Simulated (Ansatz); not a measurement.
The system is GaCo.

```
Ga Co
1.0
     2.87800    0.00000    0.00000
     0.00000    2.87800    0.00000
     0.00000    0.00000    2.87800
Ga Co
1 1
Direct
  0.50000 0.50000 0.50000
  0.00000 0.00000 0.00000
```

Program: Ansatz 0.2.0. Alike in all runs: potentials or basis Ansatz PAW; cell as given; k mesh 9 × 9 × 9; smearing fermi-dirac 0.05 eV. Hardware: 2 threads of Arm Neoverse V1, on a shared host.

Task: Order these runs on this cell by their wall time, lowest first.
A. task band structure; level r2SCAN; spin collinear, ferromagnetic start; cutoff (eV) 500; points for each segment of the path 14
B. task band structure; level r2SCAN; spin non-collinear, ferromagnetic start, SOC; cutoff (eV) 500; points for each segment of the path 14
C. task single point; level PBE; spin off; cutoff (eV) 420

Result: C (0.7 s), A (11 s), B (92 s).

Caveats: the magnetic or orbital state may not be the lowest (some runs).
